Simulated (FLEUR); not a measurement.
Runs of FLEUR MaX-R8.1 (later development tree) on MgO. The structure is cubic, space group Fm-3m (No. 225). Conventional cell: a = 4.194 Å, b = 4.194 Å, c = 4.194 Å, α = 90.00°, β = 90.00°, γ = 90.00°. Mg (site symmetry m-3m) is surrounded by 6 O at 2.10 Å. O (site symmetry m-3m) has 6 Mg at 2.10 Å as nearest neighbours. The cell is a database's computed one.

```tsv
task	level	k mesh	gmax	muffin-tin radii	max iterations	mixing factor	mixer	kmax	mesh quality	gap on the mesh (eV)	V0 of scaled cells (Å³/atom)	B0 (GPa)
band structure	LDA	11 × 11 × 11	15.4 1/bohr	Mg 1.97, O 1.7 bohr	60	0.05	Anderson	4.97 1/bohr	not flagged	(b)	-	-
equation of state	LDA	11 × 11 × 11	15.9 1/bohr	Mg 1.91, O 1.65 bohr	-	-	-	5.13 1/bohr	not flagged	-	9.00	(a)
band structure	PBEsol	11 × 11 × 11	15.4 1/bohr	Mg 1.97, O 1.7 bohr	60	0.05	Anderson	4.97 1/bohr	not flagged	4.76	-	-
single point	HSE06	6 × 6 × 6	15.4 1/bohr	Mg 1.97, O 1.7 bohr	30	0.05	Anderson	4.97 1/bohr	coarse	6.61	-	-
equation of state	r2SCAN	11 × 11 × 11	15.9 1/bohr	Mg 1.91, O 1.65 bohr	-	-	-	5.13 1/bohr	not flagged	-	9.29	168
```

Alike in all rows: potentials or basis all-electron, FLAPW; no spin polarisation; cell as given; smearing fermi-dirac 0.05 eV.

**Question.** Fill in the values left out.

**Answer.** (a) 172; (b) 4.79.

Caveats: some runs use coarse meshes; core states are solved in the semilocal potential (some runs); the meta-GGA is that of a development version, with a GGA for the radial functions and cores and without core tails (some runs).

The runs were made with more than one version of the program.
